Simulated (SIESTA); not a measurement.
SiC (Moissanite):

```
CELL_PARAMETERS angstrom
3.07600 0.00000 0.00000
-1.53800 2.66389 0.00000
0.00000 0.00000 5.04800
ATOMIC_POSITIONS crystal
Si 0.66667 0.33333 0.50000
Si 0.33333 0.66667 0.00000
C 0.66667 0.33333 0.88500
C 0.33333 0.66667 0.38500
```

Base run:

| Property | Result |
| --- | --- |
| Program | SIESTA 5.4.2 |
| Functional | AM05 |
| Potentials or basis | PseudoDojo 0.4 standard (PBEsol files) |
| Basis | DZP (energy shift 0.003 Ry) |
| Grid cutoff | 500 Ry |
| Energy shift | 0.003 Ry |
| k mesh | 10 × 10 × 5 |
| Occupations | fermi-dirac, width 0.05 eV |
| Spin | no spin polarisation |

Its results: band gap on the k mesh 2.30 eV, indirect (least direct gap 3.96 eV); pressure 2.8 GPa; largest force 0.833 eV/Å.

Task: The run is repeated on the same cell with these changes: functional from AM05 to LDA; potentials or basis from PseudoDojo 0.4 standard (PBEsol files) to PseudoDojo 0.4 standard (LDA files). What comes out?

Result: Band gap on the k mesh 2.33 eV, indirect (least direct gap 3.99 eV); pressure -1.5 GPa; largest force 0.809 eV/Å.

Caveats: the mesh misses the band edges, which the band path finds closer together; the basis of atomic orbitals isn't converged, which shifts pressures, moduli and gaps; the potentials were made for another functional, which shifts forces and pressure (some runs).
